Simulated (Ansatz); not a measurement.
RuS₂, one structure, two calculations

Cell: a Materials Project structure (computed, not necessarily an observed phase).

```cif
data_RuS2
_symmetry_space_group_name_H-M 'Pa-3'
_symmetry_Int_Tables_number 205
_cell_length_a 5.6306
_cell_length_b 5.6306
_cell_length_c 5.6306
_cell_angle_alpha 90.000
_cell_angle_beta 90.000
_cell_angle_gamma 90.000
loop_
_atom_site_label
_atom_site_type_symbol
_atom_site_symmetry_multiplicity
_atom_site_Wyckoff_symbol
_atom_site_fract_x
_atom_site_fract_y
_atom_site_fract_z
Ru Ru 4 a 0.0000 0.5000 0.5000
S S 8 c 0.3882 0.1118 0.8882
```

One atom of each set is listed.

First run. Computed with Ansatz: DFT, PBE, plane waves and PAW, scalar-relativistic, collinear spin, 420 eV cutoff, Γ-centred 5×5×5 k-points, Fermi–Dirac smearing 0.02 eV. Start moments as typed (μB): 2 on each Ru, none on the rest.

```json
{"site": "Ru", "V_zz (10²¹ V/m²)": "-4.71", "η": "0.00"}
{"site": "S", "V_zz (10²¹ V/m²)": "14.59", "η": "0.00"}
```

Second run. The same atoms and settings, except that the cutoff is 550 eV.

Question: Given the first result, estimate the second.

Answer: 

```
site   V_zz     η  change of V_zz
  Ru  -4.70  0.00           +0.01
   S  14.59  0.00            0.00
```

No V_zz moves by more than 0.01.

Without spin–orbit coupling (the program notes it for Ru) the gradients can shift somewhat, as the gap is small. With these PAW files V_zz is typically within 2 to 3 % of all-electron values, but misses above 10 % occur on Ru. The start moments die out, and the run ends without spin.
